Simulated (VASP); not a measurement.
# Settings for KI: self-consistent run

KI, I4mm (no. 107), 2 atoms in the cell. PBE; PAW potentials I, K_sv (PBE set). VASP 6.6.1. The cell is changed on purpose: last atom moved by 0.08 Å along z, cell strained by +1.5% along z.

Wanted: energy within 2 meV/atom; forces within 0.01 eV/Å; stress within 0.2 GPa; levels at the zone centre within 0.01 eV.

What the run is for: all; Accuracy asked: standard.

Levels at the zone centre: counted from the valence top at that point.

POSCAR:
```
KI
1.0
    0.0000000000      3.5327750000      3.5857666250
    3.5327750000      0.0000000000      3.5857666250
    3.5327750000      3.5327750000      0.0000000000
I K
1 1
Direct
    0.5000000000      0.5000000000      0.5000000000
    0.0113225400      0.0113225400     -0.0113225400
```

The series start from Plane-wave cutoff (eV): 340; k-point mesh: 6 × 6 × 6; Precision mode (PREC): Accurate; Electronic threshold (eV): 1e-6; Bands in all (NBANDS): 18; Aspherical gradient terms in the spheres (LASPH): yes; Electronic algorithm: ALGO=Normal; Density mixing: defaults; Support grid and gradient cutoff: ADDGRID=False GGA_COMPAT=False. Each series keeps the choices made before it, and each single choice may use up half of a tolerance.

## Plane-wave cutoff (eV)

| Plane-wave cutoff (eV) | Energy less reference (meV/atom) | Forces, largest deviation (eV/Å) | Stress, largest deviation (GPa) | Levels at the zone centre, largest deviation (eV) | SCF iterations | Time (s) |
|---|---|---|---|---|---|---|
| 210 | -5.9 | 0.001 | 0.30 | 0.022 | 13 | 10 |
| 260 | 0.3 | 0.000 | 0.10 | 0.001 | 13 | 26 |
| 300 | 0.4 | 0.000 | 0.12 | 0.001 | 12 | 18 |
| 340 | 0.3 | 0.000 | 0.07 | 0.001 | 12 | 25 |
| 390 | 0.2 | 0.000 | 0.02 | 0.000 | 12 | 23 |
| 460 | 0.2 | 0.000 | 0.01 | 0.000 | 12 | 34 |
| 550 | 0.1 | 0.000 | 0.01 | 0.000 | 12 | 57 |
| 690 (reference) | 0.0 | 0.000 | 0.00 | 0.000 | 12 | 95 |

Chosen: 340, the loosest value from which every tighter one stays within half of the tolerance.

## k-point mesh

| k-point mesh | Energy less reference (meV/atom) | Forces, largest deviation (eV/Å) | Stress, largest deviation (GPa) | Levels at the zone centre, largest deviation (eV) | SCF iterations | Time (s) |
|---|---|---|---|---|---|---|
| 2 × 2 × 2 | 72.0 | 0.009 | 0.63 | 0.031 | 12 | 6.9 |
| 3 × 3 × 3 | 4.5 | 0.001 | 0.05 | 0.003 | 13 | 11 |
| 4 × 4 × 4 | 0.4 | 0.000 | 0.00 | 0.000 | 13 | 15 |
| 5 × 5 × 5 | 0.0 | 0.000 | 0.00 | 0.000 | 12 | 18 |
| 6 × 6 × 6 | 0.0 | 0.000 | 0.00 | 0.000 | 12 | 25 |
| 7 × 7 × 7 | 0.0 | 0.000 | 0.00 | 0.000 | 12 | 36 |
| 9 × 9 × 9 | 0.0 | 0.000 | 0.00 | 0.000 | 12 | 58 |
| 11 × 11 × 11 (reference) | 0.0 | 0.000 | 0.00 | 0.000 | 12 | 111 |

Chosen: 4 × 4 × 4.

## Precision mode (PREC)

| Precision mode (PREC) | Energy less reference (meV/atom) | Forces, largest deviation (eV/Å) | Stress, largest deviation (GPa) | Levels at the zone centre, largest deviation (eV) | SCF iterations | Time (s) |
|---|---|---|---|---|---|---|
| SingleN | -0.4 | 0.003 | 0.02 | 0.001 | 13 | 7.5 |
| Normal | 0.0 | 0.000 | 0.00 | 0.000 | 13 | 7.7 |
| Single | -0.1 | 0.000 | 0.01 | 0.000 | 12 | 12 |
| Accurate (reference) | 0.0 | 0.000 | 0.00 | 0.000 | 13 | 15 |

Chosen: SingleN.

## Electronic threshold (eV)

| Electronic threshold (eV) | Energy less reference (meV/atom) | Forces, largest deviation (eV/Å) | Stress, largest deviation (GPa) | Levels at the zone centre, largest deviation (eV) | SCF iterations | Time (s) |
|---|---|---|---|---|---|---|
| 0.001 | 0.1 | 0.001 | 0.05 | 0.015 | 9 | 5.6 |
| 0.0001 | 0.0 | 0.000 | 0.03 | 0.009 | 10 | 5.0 |
| 1e-5 | 0.0 | 0.000 | 0.01 | 0.000 | 12 | 5.5 |
| 1e-6 | 0.0 | 0.000 | 0.00 | 0.000 | 13 | 7.5 |
| 1e-7 | 0.0 | 0.000 | 0.00 | 0.000 | 13 | 7.0 |
| 1e-8 (reference) | 0.0 | 0.000 | 0.00 | 0.000 | 16 | 8.4 |

Chosen: 1e-5.

## Bands in all (NBANDS)

| Bands in all (NBANDS) | Energy less reference (meV/atom) | Forces, largest deviation (eV/Å) | Stress, largest deviation (GPa) | Levels at the zone centre, largest deviation (eV) | SCF iterations | Time (s) |
|---|---|---|---|---|---|---|
| 9 | 0.0 | 0.000 | 0.03 | 0.002 | 11 | 4.0 |
| 10 | 0.0 | 0.000 | 0.03 | 0.002 | 11 | 3.9 |
| 12 | 0.0 | 0.000 | 0.00 | 0.000 | 12 | 4.0 |
| 14 | 0.0 | 0.000 | 0.00 | 0.000 | 12 | 4.8 |
| 18 | 0.0 | 0.000 | 0.00 | 0.000 | 12 | 5.5 |
| 28 (reference) | 0.0 | 0.000 | 0.00 | 0.000 | 12 | 8.3 |

Chosen: 9.

## Aspherical gradient terms in the spheres (LASPH)

| Aspherical gradient terms in the spheres (LASPH) | Energy less reference (meV/atom) | Forces, largest deviation (eV/Å) | Stress, largest deviation (GPa) | Levels at the zone centre, largest deviation (eV) | SCF iterations | Time (s) |
|---|---|---|---|---|---|---|
| yes | 0.0 | 0.000 | 0.00 | 0.000 | 11 | 4.0 |
| no | 0.0 | 0.000 | 0.00 | 0.000 | 11 | 2.7 |

Chosen: yes; no would be accurate enough too and is faster here.

## Electronic algorithm

| Electronic algorithm | Energy less reference (meV/atom) | Forces, largest deviation (eV/Å) | Stress, largest deviation (GPa) | Levels at the zone centre, largest deviation (eV) | SCF iterations | Time (s) |
|---|---|---|---|---|---|---|
| ALGO=Normal | 0.0 | 0.000 | 0.00 | 0.000 | 11 | 4.0 |
| ALGO=Fast | 0.0 | 0.001 | 0.02 | 0.003 | 14 | 5.1 |
| ALGO=VeryFast | 0.0 | 0.008 | 0.02 | 0.002 | 24 | 6.9 |
| ALGO=All ISEARCH=1 | 0.0 | 0.000 | 0.03 | 0.002 | 16 | 7.0 |
| ALGO=All ISEARCH=0 | 0.0 | 0.000 | 0.03 | 0.002 | 16 | 7.5 |
| ALGO=Damped TIME=0.4 | 0.1 | 0.001 | 0.03 | 0.003 | 34 | 10 |
| ALGO=Damped TIME=0.1 | 0.3 | 0.003 | 0.03 | 0.003 | 47 | 14 |
| ALGO=Old Fast | 0.0 | 0.000 | 0.02 | 0.002 | 13 | 4.6 |

Chosen: ALGO=Normal; no other choice that stays within half of the tolerance saves 30 % of the time.

## Density mixing

| Density mixing | Energy less reference (meV/atom) | Forces, largest deviation (eV/Å) | Stress, largest deviation (GPa) | Levels at the zone centre, largest deviation (eV) | SCF iterations | Time (s) |
|---|---|---|---|---|---|---|
| defaults | 0.0 | 0.000 | 0.00 | 0.000 | 11 | 4.0 |
| AMIX=0.8 | 0.0 | 0.001 | 0.02 | 0.002 | 10 | 3.6 |
| MIXPRE=0 | 0.0 | 0.000 | 0.02 | 0.001 | 12 | 4.4 |
| AMIX=0.1 | 0.0 | 0.000 | 0.02 | 0.006 | 13 | 4.2 |
| AMIX=0.4 AMIN=0.6 IMIX=2 | 0.0 | 0.001 | 0.06 | 0.002 | 19 | 6.5 |
| MAXMIX=-10 | 0.0 | 0.000 | 0.00 | 0.000 | 11 | 4.5 |
| AMIX=0.6 | 0.0 | 0.001 | 0.02 | 0.002 | 11 | 4.0 |

Chosen: defaults.

## Support grid and gradient cutoff

| Support grid and gradient cutoff | Energy less reference (meV/atom) | Forces, largest deviation (eV/Å) | Stress, largest deviation (GPa) | Levels at the zone centre, largest deviation (eV) | SCF iterations | Time (s) |
|---|---|---|---|---|---|---|
| ADDGRID=False GGA_COMPAT=False | 0.0 | 0.000 | 0.00 | 0.000 | 11 | 4.0 |
| ADDGRID=True GGA_COMPAT=False | 0.0 | 0.002 | 0.01 | 0.000 | 11 | 4.4 |
| ADDGRID=False GGA_COMPAT=True | 0.1 | 0.001 | 0.01 | 0.000 | 11 | 3.9 |

Chosen: ADDGRID=False GGA_COMPAT=False.

## All choices together

| Input | Energy less reference (meV/atom) | Forces, largest deviation (eV/Å) | Stress, largest deviation (GPa) | Levels at the zone centre, largest deviation (eV) | Time (s) |
|---|---|---|---|---|---|
| the program's defaults (naive) | 0.0 | 0.001 | 0.16 | 0.001 | 3.1 |
| chosen settings | 0.3 | 0.002 | 0.08 | 0.001 | 4.0 |
| reference settings throughout | 0.0 | 0.000 | 0.00 | 0.000 | 904 |

The tolerance is met.

Values of the reference run: Forces: 0, 0, 0.07016, 0, 0, -0.07016 eV/Å; Stress: 0.5508, 0, 0, 0, 0.5508, 0, 0, 0, 0.2788 GPa; Levels at the zone centre: 0, 0, 3.929 eV from the valence top at Gamma.

## The input

INCAR:
```
SYSTEM = KI
ADDGRID = .FALSE.
ALGO = Normal
EDIFF = 1E-5
EFERMI = MIDGAP
ENCUT = 340
GGA = PE
GGA_COMPAT = .FALSE.
ISIF = 2
ISMEAR = 0
LASPH = .TRUE.
LCHARG = .FALSE.
LREAL = .FALSE.
LWAVE = .FALSE.
NBANDS = 9
NELM = 120
PREC = SingleN
SIGMA = 0.03
```

KPOINTS:
```
Automatic mesh
0
Gamma
  4 4 4
  0 0 0
```

Commands:
```
cat potpaw_PBE.64/I/POTCAR potpaw_PBE.64/K_sv/POTCAR > POTCAR
mpirun -np 1 vasp_std > vasp.out
```

The naive input happens to agree within the tolerance here, in 3.1 s.

The chosen input took VASP 6.6.1 4.0 s on 1 core (Intel Xeon 6975P-C (Granite Rapids)), a shared host.

## An input that fails: damping step far too long

The electronic loop stops at its limit of 71 steps.

Changes against the starting input:
```
- ALGO = Normal
- NELM = 120
+ ALGO = Damped
+ NELM = 71
+ TIME = 4.0
```
